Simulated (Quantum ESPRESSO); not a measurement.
Runs of Quantum ESPRESSO 7.5 on MoS2. Symmetry: R3m, No. 160, trigonal system. Conventional cell: a = 3.160 Å, b = 3.160 Å, c = 18.450 Å, α = 90.00°, β = 90.00°, γ = 120.00°. Mo (site symmetry 3m) has 6 S at 2.39 Å as nearest neighbours. Around S (site symmetry 3m) lie 3 Mo at 2.39 Å. S (site symmetry 3m) is surrounded by 3 Mo at 2.39 Å. Measurements of this composition are mostly on another form, of space group No. 194.

```tsv
task	level	potentials or basis	spin	cell	k mesh	cutoff (eV)	mixing beta	SCF threshold	form of the LDA correlation	symmetry	mesh quality	gap on the mesh (eV)	pressure (GPa)	V0 of scaled cells (Å³/atom)	B0 (GPa)	largest force (eV/Å)
single point	PBE	SSSP 1.3 efficiency PBE	off	as given	10 × 10 × 10	816	0.5	6e-10 Ry	-	-	not flagged	(c)	5.3	-	-	0.52
equation of state	LDA	GBRV 1.5 LDA	off	as given	10 × 10 × 10	612	0.5	6e-10 Ry	PZ81	-	not flagged	-	-	(b)	163	-
band structure	r2SCAN	SG15 PBE 1.2	off	as given	8 × 8 × 8	952	0.5	1e-08 Ry	-	off	not flagged	1.15	4.1	-	-	0.38
equation of state	PBEsol	GBRV 1.5 PBEsol	off	as given	10 × 10 × 10	612	0.5	6e-10 Ry	-	-	not flagged	-	-	17.75	155	-
dielectric tensor	PBE+D3	GBRV 1.5 PBE	collinear, ferromagnetic start	relaxed	4 × 4 × 4, shifted	612	0.3	6e-10 Ry	-	-	coarse	-	0.0	-	-	-
phonons	LDA	JTH 2.0 LDA	off	relaxed	8 × 8 × 8, shifted	707	0.5	6e-10 Ry	PW92	-	not flagged	-	0.0	-	-	-
equation of state	r2SCAN	SG15 PBE 1.2	off	as given	4 × 4 × 4	952	0.5	1e-08 Ry	-	off	coarse	-	-	18.15	(a)	-
band structure	LDA	GBRV 1.5 LDA	off	as given	10 × 10 × 10	612	0.5	6e-10 Ry	PZ81	-	not flagged	0.88	-2.6	-	-	0.09
band structure	PBEsol	GBRV 1.5 PBEsol	off	as given	10 × 10 × 10	612	0.5	6e-10 Ry	-	-	not flagged	0.91	0.0	-	-	0.24
```

Alike in all rows: smearing fermi-dirac 0.05 eV.

Question: Estimate the missing entries.

Answer: (a) 151; (b) 17.46; (c) 0.96.

Caveats: some runs use coarse meshes; the cell was scaled at fixed shape and fractional positions, which overstates the stiffness of a crystal with free parameters, most of all of layers and chains (some runs); the potentials were made for another functional, which shifts forces and pressure (some runs); the mesh misses the band edges, which the band path finds closer together (some runs); the layers were relaxed without a dispersion term, so their spacing and the soft interlayer modes are unreliable (some runs).

A k mesh can miss the band edges, and the runs leave out spin-orbit coupling on Mo.

Not every run made on this cell is shown here.
